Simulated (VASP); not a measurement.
# Ni in VASP: relaxation of the atoms with PBE+D3(BJ)

Aim: the relaxation of the atoms of Ni with PBE+D3(BJ).

All numbers are computed with VASP 6.6.1; they aren't measurements. Logs are shortened: lines on timing, memory, paths and dates and some standing lists are left out, and cuts for length are marked.

### Step 1. Starting point

The cell holds a slab with vacuum, 9 atoms: a = 4.258 Å, b = 4.258 Å, c = 22.565 Å, α = 90.00°, β = 90.00°, γ = 120.00°.

The cell was built by a generator and needn't be a form met in nature.

### Step 2. Relaxation of the atoms, PBE+D3(BJ), collinear spin, ferromagnetic start

The input, INCAR:

```
SYSTEM = Ni
PREC = Accurate
ENCUT = 520
EDIFF = 1E-6
ISMEAR = 1
SIGMA = 0.1
LREAL = .FALSE.
LASPH = .TRUE.
NELM = 120
ALGO = Normal
ISIF = 2
LWAVE = .FALSE.
LCHARG = .FALSE.
ISPIN = 2
MAGMOM = 0.7 0.7 0.7 0.7 0.7 0.7 0.7 0.7 0.7
LORBIT = 11
LMAXMIX = 4
LDIPOL = .TRUE.
IDIPOL = 3
DIPOL = 0.5 0.5 0.500
GGA = PE
IVDW = 12
IBRION = 2
NSW = 90
EDIFFG = -0.02
```

The input, KPOINTS:

```
regular mesh
0
G
  9 9 1
  0 0 0
```

The input, POSCAR:

```
Ni
1.0
    3.6878305700      2.1291700200      0.0000000000
   -3.6878305700      2.1291700200      0.0000000000
    0.0000000000      0.0000000000     22.5647905100
Ni
9
Selective dynamics
Direct
    0.0000000000      0.0000000000      0.4110386000  F F F
    0.3333330000      0.6666670000      0.4110386000  F F F
    0.6666670000      0.3333330000      0.4110386000  F F F
    0.3333330000      1.0000000000      0.5000000000  T T T
    0.6666670000      0.6666670000      0.5000000000  T T T
    0.0000000000      0.3333330000      0.5000000000  T T T
    0.6666670000      1.0000000000      0.5889614000  T T T
    0.0000000000      0.6666670000      0.5889614000  T T T
    0.3333330000      0.3333330000      0.5889614000  T T T
```

Potentials or basis: VASP PAW PBE potentials, release 64 (Ni).

Command:

```
$ cat potpaw_PBE.64/Ni/POTCAR > POTCAR
$ mpirun -np 1 vasp_std > vasp.out
```

OUTCAR:

```text
SYSTEM = Ni
   PREC = Accurate
   ENCUT = 520
   EDIFF = 1E-6
   ISMEAR = 1
   LREAL = .FALSE.
   LASPH = .TRUE.
   NELM = 120
   ISIF = 2
   ISPIN = 2
   LORBIT = 11
   GGA = PE
   IVDW = 12
   IBRION = 2
   NSW = 90
   EDIFFG = -0.02
 IVDW          = 12

 ion  position               nearest neighbor table
   1  0.000  0.000  0.411-   4 2.46   6 2.46   5 2.46   3 2.46   2 2.46   2 2.46   3 2.46   3 2.46
                             2 2.46
   2  0.333  0.667  0.411-   4 2.46   6 2.46   5 2.46   1 2.46   3 2.46   3 2.46   1 2.46   1 2.46
                             3 2.46
   3  0.667  0.333  0.411-   6 2.46   4 2.46   5 2.46   1 2.46   2 2.46   2 2.46   1 2.46   1 2.46
                             2 2.46
   4  0.333  0.000  0.500-   1 2.46   2 2.46   9 2.46   8 2.46   3 2.46   7 2.46   6 2.46   5 2.46
                             5 2.46   6 2.46   6 2.46   5 2.46
   5  0.667  0.667  0.500-   7 2.46   8 2.46   1 2.46   2 2.46   3 2.46   9 2.46   4 2.46   6 2.46
                             6 2.46   4 2.46   4 2.46   6 2.46
   6  0.000  0.333  0.500-   1 2.46   3 2.46   9 2.46   7 2.46   2 2.46   8 2.46   4 2.46   5 2.46
                             5 2.46   4 2.46   4 2.46   5 2.46
   7  0.667  0.000  0.589-   5 2.46   6 2.46   4 2.46   8 2.46   9 2.46   9 2.46   8 2.46   8 2.46
                             9 2.46
   8  0.000  0.667  0.589-   5 2.46   4 2.46   6 2.46   7 2.46   9 2.46   9 2.46   7 2.46   7 2.46
                             9 2.46
   9  0.333  0.333  0.589-   4 2.46   6 2.46   5 2.46   8 2.46   7 2.46   7 2.46   8 2.46   7 2.46
[... 8 lines left out ...]
 A1 = (   3.6878305700,   2.1291700200,   0.0000000000)
 A2 = (  -3.6878305700,   2.1291700200,   0.0000000000)
 A3 = (   0.0000000000,   0.0000000000,  22.5647905100)

Analysis of symmetry for initial positions (statically):
=====================================================================
 Subroutine PRICEL returns following result:

  LATTYP: Found a hexagonal cell.
 ALAT       =     2.4585512961
 C/A-ratio  =     9.1780840798
[... 12 lines left out ...]
 Subroutine GETGRP returns: Found 12 space group operations
 (whereof  6 operations were pure point group operations)
 out of a pool of 24 trial point group operations.

The static configuration has the point symmetry C_3v.
 The point group associated with its full space group is D_3d.

Analysis of symmetry for dynamics (positions and initial velocities):
=====================================================================
 Subroutine PRICEL returns following result:

  LATTYP: Found a hexagonal cell.
 ALAT       =     2.4585512961
 C/A-ratio  =     9.1780840798
[... 12 lines left out ...]
 Subroutine GETGRP returns: Found 12 space group operations
[... 261 lines left out ...]
 Fermi energy:        -1.0013778559

 spin component 1

 k-point     1 :       0.0000    0.0000    0.0000
  band No.  band energies     occupation
      1      -9.4759      1.00000
      2      -7.4220      1.00000
      3      -6.0967      1.00000
      4      -4.6711      1.00000
      5      -4.6711      1.00000
      6      -4.6257      1.00000
[... 709 lines left out ...]
     56       4.4639      0.00000
     57       4.4639      0.00000
 Fermi energy:        -1.0013778559

 spin component 2

 k-point     1 :       0.0000    0.0000    0.0000
  band No.  band energies     occupation
      1      -9.5013      1.00000
      2      -7.3922      1.00000
      3      -5.7604      1.00000
      4      -4.1856      1.00000
      5      -4.1856      1.00000
      6      -4.1827      1.00000
[... 709 lines left out ...]
     56       4.6428      0.00000
     57       4.6428      0.00000

------------------------ aborting loop because EDIFF is reached ----------------------------------------

 vacuum level on the upper side and lower side of the slab       (xc-potential included)        -0.011        -0.006

 Edisp (eV)   -2.79837

 E8    (eV) :    -1.2726

  FORCE on cell =-STRESS in cart. coord.  units (eV):
  Direction    XX          YY          ZZ          XY          YZ          ZX
  --------------------------------------------------------------------------------------
  -------------------------------------------------------------------------------------
  Total      -3.09353    -3.09353    -0.27119     0.00000     0.00000     0.00000
  in kB     -13.98692   -13.98692    -1.22615     0.00000     0.00000     0.00000
  external pressure =       -9.73 kB  Pullay stress =        0.00 kB

 VOLUME and BASIS-vectors are now :
 -----------------------------------------------------------------------------
  energy-cutoff  :      520.00
  volume of cell :      354.36
      direct lattice vectors                 reciprocal lattice vectors
     3.687830570  2.129170020  0.000000000     0.135581066  0.234833290  0.000000000
    -3.687830570  2.129170020  0.000000000    -0.135581066  0.234833290  0.000000000
     0.000000000  0.000000000 22.564790510     0.000000000  0.000000000  0.044316831

 POSITION                                       TOTAL-FORCE (eV/Angst)
 -----------------------------------------------------------------------------------
      0.00000      0.00000      9.27500         0.000000     -0.000000      0.025073
     -1.22928      2.12917      9.27500         0.000000      0.000000      0.025073
      1.22928      2.12917      9.27500        -0.000000      0.000000      0.025073
     -2.45855      2.83889     11.28239         0.000000     -0.000000     -0.006240
      0.00000      2.83889     11.28239        -0.000000     -0.000000     -0.006240
     -1.22928      0.70972     11.28239         0.000000     -0.000000     -0.006240
      2.45855      1.41945     13.28856         0.000000     -0.000000     -0.018833
      1.22928      3.54862     13.28856         0.000000      0.000000     -0.018833
      0.00000      1.41945     13.28856         0.000000     -0.000000     -0.018833
 -----------------------------------------------------------------------------------
    total drift:                                0.000000     -0.000001     -0.000055

  FREE ENERGIE OF THE ION-ELECTRON SYSTEM (eV)
  ---------------------------------------------------
  free  energy   TOTEN  =       -48.2447085334 eV

  energy  without entropy=      -48.2509821707  energy(sigma->0) =      -48.24679975

 reached required accuracy - stopping structural energy minimisation

 vacuum level on the upper side and lower side of the slab         4.012         4.045

 total charge

# of ion       s       p       d       tot
------------------------------------------
    1        0.504   0.405   8.311   9.220
    2        0.504   0.405   8.311   9.220
    3        0.504   0.405   8.311   9.220
    4        0.505   0.523   8.329   9.357
    5        0.505   0.523   8.329   9.357
    6        0.505   0.523   8.329   9.357
    7        0.505   0.405   8.311   9.220
    8        0.505   0.405   8.311   9.220
    9        0.505   0.405   8.311   9.220
--------------------------------------------------
tot          4.542   4.000  74.850  83.392

 magnetization (x)

# of ion       s       p       d       tot
------------------------------------------
    1       -0.001  -0.020   0.736   0.714
    2       -0.001  -0.020   0.736   0.714
    3       -0.001  -0.020   0.736   0.714
    4       -0.007  -0.027   0.764   0.730
    5       -0.007  -0.027   0.764   0.730
    6       -0.007  -0.027   0.764   0.730
    7       -0.002  -0.020   0.736   0.714
    8       -0.002  -0.020   0.736   0.714
    9       -0.002  -0.020   0.736   0.714
--------------------------------------------------
tot         -0.031  -0.202   6.706   6.473
```

CONTCAR:

```text
Ni
   1.00000000000000
     3.6878305700000000    2.1291700200000001    0.0000000000000000
    -3.6878305700000000    2.1291700200000001    0.0000000000000000
     0.0000000000000000    0.0000000000000000   22.5647905100000017
  Ni
     9
Selective dynamics
Direct
     0.0000000000000000    0.0000000000000000    0.4110385999999977   F   F   F
     0.3333330000000032    0.6666669999999968    0.4110385999999977   F   F   F
     0.6666669999999968    0.3333330000000032    0.4110385999999977   F   F   F
     0.3333330000000032    1.0000000000000000    0.4999999618347858   T   T   T
     0.6666669999999968    0.6666669999999968    0.4999999618347858   T   T   T
     0.0000000000000000    0.3333330000000032    0.4999999618347858   T   T   T
     0.6666669999999968    0.0000000000000000    0.5889067238316473   T   T   T
     1.0000000000000000    0.6666669999999968    0.5889067238316473   T   T   T
     0.3333330000000032    0.3333330000000032    0.5889067238316473   T   T   T

  0.00000000E+00  0.00000000E+00  0.00000000E+00
  0.00000000E+00  0.00000000E+00  0.00000000E+00
  0.00000000E+00  0.00000000E+00  0.00000000E+00
  0.00000000E+00  0.00000000E+00  0.00000000E+00
  0.00000000E+00  0.00000000E+00  0.00000000E+00
  0.00000000E+00  0.00000000E+00  0.00000000E+00
  0.00000000E+00  0.00000000E+00  0.00000000E+00
  0.00000000E+00  0.00000000E+00  0.00000000E+00
  0.00000000E+00  0.00000000E+00  0.00000000E+00
```

Run time: 18 min. Hardware: 1 thread of Intel Xeon Platinum 8375C at 2.90GHz (Ice Lake), shared host; peak memory 0.74 GiB.

Results:

* Free energy: -48.2447 eV
* Energy gained by relaxing: 0.0 meV/atom
* Ionic steps: 2
* Band gap on the k mesh: none (metal or under the smearing width)
* Net moment: 6.40 μB per cell
* Site moments: Ni +0.71, +0.73 μB
* Valence electrons inside the program's atomic spheres: Ni 9.22, 9.36
* Dispersion energy per atom: -0.311 eV

Final structure:
```
Ni
1.0
     3.68783    2.12917    0.00000
    -3.68783    2.12917    0.00000
     0.00000    0.00000   22.56479
Ni
9
Cartesian
  0.0000 0.0000 9.2750
  -1.2293 2.1292 9.2750
  1.2293 2.1292 9.2750
  -2.4586 2.8389 11.2824
  0.0000 2.8389 11.2824
  -1.2293 0.7097 11.2824
  2.4586 1.4194 13.2886
  1.2293 3.5486 13.2886
  0.0000 1.4194 13.2886
```
